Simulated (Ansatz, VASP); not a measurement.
Two plane-wave programs on MgI2

```
I Mg
1.0
     4.22120    0.00000    0.00000
    -2.11060    3.65566    0.00000
     0.00000    0.00000    7.01494
I Mg
2 1
Cartesian
  2.1106 1.2186 5.2612
  0.0000 2.4371 1.7537
  0.0000 0.0000 0.0000
```

Change from the starting cell: volume scaled by 1.06.

Alike in both runs: task single point; functional PBE; k mesh 8 × 8 × 4; occupations fermi-dirac, width 0.05 eV; no spin polarisation.

|  | VASP | Ansatz |
| --- | --- | --- |
| version | VASP 6.6.1 | Ansatz 0.2.0 |
| potentials or method | VASP PAW PBE potentials, release 64 (I, Mg) | Ansatz PAW |
| plane-wave cutoff (eV) | 520 | 420 |
| valence electrons in the cell | 16 | 44 |

Ansatz gave:

- gap on the k mesh at the Fermi level (eV): 3.41
- least direct gap on the mesh (eV): 3.41
- pressure (GPa): -1.0
- largest component of the traceless stress (GPa): 0.33
- rms of the force components (eV/Å): 0.222

Q: What did VASP give for the same quantities?

A: gap on the k mesh at the Fermi level (eV): 3.39; least direct gap on the mesh (eV): 3.39; pressure (GPa): -1.0; largest component of the traceless stress (GPa): 0.33; rms of the force components (eV/Å): 0.226.

Atom by atom the forces differ by 0.005 eV/Å (rms over components). With one functional, cell and mesh, what is left measures potentials, basis and numerics. The two sets of potentials don't hold the same shells in valence.

Caveats: spin-orbit coupling is left out, which moves the levels of the heavy elements; the cell's inner coordinates are idealised or old, which leaves forces on the atoms; this functional lacks dispersion, which binds the layers, so the pressure and a relaxed spacing across them are unreliable. A k mesh can miss the band edges.
